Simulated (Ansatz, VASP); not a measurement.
# Al: VASP beside Ansatz

File INCAR:

```
PREC = Accurate
ENCUT = 520
EDIFF = 1E-6
ISMEAR = -1
SIGMA = 0.1
LREAL = F
LASPH = T
NELM = 60
ALGO = Normal
ISIF = 2
LWAVE = F
LCHARG = F
GGA = CA
NBANDS = 8
```

The input KPOINTS:

```
Automatic mesh
0
Gamma
  13 13 13
```

File POSCAR:

```
Al
1.0
    2.5705251223      0.0000000000      0.0000000000
    0.0000000000      2.5705251223      0.0000000000
    0.0000000000      0.0000000000      2.5705251223
Al
1
Direct
    0.0000000000      0.0000000000      0.0000000000
```

Input for Ansatz:

```yaml
crystal:
  lattice:
    - [2.5705251223, 0.0, 0.0]
    - [0.0, 2.5705251223, 0.0]
    - [0.0, 0.0, 2.5705251223]
  atoms:
    - { symbol: Al, position: [0.0, 0.0, 0.0] }
hamiltonian:
  xc: lda
  pseudopotentials:
    kind: paw
    azcp:
      Al: "pseudopotentials/Al.paw.azcp"
basis:
  ecutwfc: 420
  fft_grid_basis: typed
kpoints:
  mp_grid: { grid: [13, 13, 13], shift: [0, 0, 0] }
magnetization:
  spin_polarized: false
scf:
  occupations: { method: fermi_dirac, width: 0.1 }
  lower_state_search: "off"
output:
  stress: true
```

Alike in both runs: task single point; functional LDA; k mesh 13 × 13 × 13; occupations fermi-dirac, width 0.1 eV; no spin polarisation.

|  | VASP | Ansatz |
| --- | --- | --- |
| version | VASP 6.6.1 | Ansatz 0.2.0 |
| potentials or method | VASP PAW LDA potentials, release 64 (Al) | plane waves (420 eV) with PAW, scalar-relativistic |
| plane-wave cutoff (eV) | 520 | 420 |
| valence electrons in the cell | 3 | 3 |

```csv
,VASP,Ansatz,Ansatz less VASP
pressure (GPa),10.6,10.5,-0.12
```

Ansatz warned: «pseudo_functional_mismatch».
